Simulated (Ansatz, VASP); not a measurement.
Ru: VASP beside Ansatz

INCAR

```
SYSTEM = Ru
PREC = Accurate
ENCUT = 520
EDIFF = 1E-7
ISMEAR = -1
SIGMA = 0.05
LREAL = .False.
LASPH = .True.
NELM = 60
ALGO = Normal
ISIF = 2
LWAVE = .False.
LCHARG = .False.
GGA = VW
NBANDS = 21
```

Contents of KPOINTS:

```
regular mesh
0
Gamma
  11 11 6
  0 0 0
```

File POSCAR:

```
Ru
1.0
    2.7237197275      0.0000000000      0.0000000000
   -1.3618598638      2.3588104769      0.0000000000
    0.0000000000      0.0000000000      4.3102577801
Ru
2
Direct
    0.6666666667      0.3333333333      0.7500000000
    0.3333333333      0.6666666667      0.2500000000
```

File input.yaml:

```yaml
crystal:
  lattice:
    - [2.7237197275, 0.0, 0.0]
    - [-1.3618598638, 2.3588104769, 0.0]
    - [0.0, 0.0, 4.3102577801]
  atoms:
    - { symbol: Ru, position: [0.6666666667, 0.3333333333, 0.75] }
    - { symbol: Ru, position: [0.3333333333, 0.6666666667, 0.25] }
hamiltonian:
  xc: { exchange: slater, correlation: vwn5 }
  pseudopotentials: { kind: paw }
kpoints:
  mp_grid: { grid: [11, 11, 6] }
scf:
  occupations: { method: fermi_dirac, width: 0.05 }
output:
  forces: true
  stress: true
  eigenvalues: true
```

Alike in both runs: task single point; functional SVWN5; k mesh 11 × 11 × 6; occupations fermi-dirac, width 0.05 eV; no spin polarisation.

|  | VASP | Ansatz |
| --- | --- | --- |
| version | VASP 6.6.1 | Ansatz 0.2.0 |
| potentials or method | VASP PAW PBE potentials, release 64 (Ru_pv) | Ansatz PAW |
| plane-wave cutoff (eV) | 520 | 420 |
| valence electrons in the cell | 28 | 32 |

VASP gave:

- gap on the k mesh at the Fermi level (eV): none
- pressure (GPa): -18.4
- largest component of the traceless stress (GPa): 0.82

Estimate Ansatz's values.

gap on the k mesh at the Fermi level (eV): none; pressure (GPa): -18.2; largest component of the traceless stress (GPa): 0.83.

A gap of «none» marks a metal or a gap that the smearing closes. The two sets of potentials don't hold the same shells in valence.

Caveats: so large a pressure means that the cell lies far from this level's equilibrium, or that cutoff or potentials fall short (VASP); the potentials were made for another functional, which shifts forces and pressure (VASP); the PAW data sets come from PBE, with cores solved anew for the run's functional, which leaves a small shift of forces and pressure (Ansatz).
